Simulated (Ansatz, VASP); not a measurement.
# BaS: VASP beside Ansatz

```
Ba S
1.0
     0.00000    3.16630    3.16630
     3.16630    0.00000    3.16630
     3.16630    3.16630    0.00000
Ba S
1 1
Direct
  0.00000 0.00000 0.00000
  0.50000 0.43683 0.50000
```

Alike in both runs: task single point; functional PBEsol; k mesh 8 × 8 × 8; occupations gaussian, width 0.05 eV; no spin polarisation.

|  | VASP | Ansatz |
| --- | --- | --- |
| version | VASP 6.6.1 | Ansatz 0.2.0 |
| potentials or method | VASP PAW PBE potentials, release 64 (Ba_sv, S) | scalar-relativistic, plane waves, PAW |
| plane-wave cutoff (eV) | 520 | 420 |
| valence electrons in the cell | 16 | 16 |

VASP gave:

```
gap on the k mesh at the Fermi level (eV)       : 2.26
least direct gap on the mesh (eV)               : 2.27
pressure (GPa)                                  : 1.6
largest component of the traceless stress (GPa) : 1.37
rms of the force components (eV/Å)              : 0.403
```

Question: Which values does Ansatz return?

Answer: gap on the k mesh at the Fermi level (eV): 2.33; least direct gap on the mesh (eV): 2.33; pressure (GPa): 0.8; largest component of the traceless stress (GPa): 1.25; rms of the force components (eV/Å): 0.367.

Atom by atom the forces differ by 0.036 eV/Å (rms over components).

Caveats: the PAW data sets were made with another functional, which shifts forces and pressure a little (VASP); spin-orbit coupling is left out, which moves the levels of the heavy elements. A k mesh can miss the band edges.
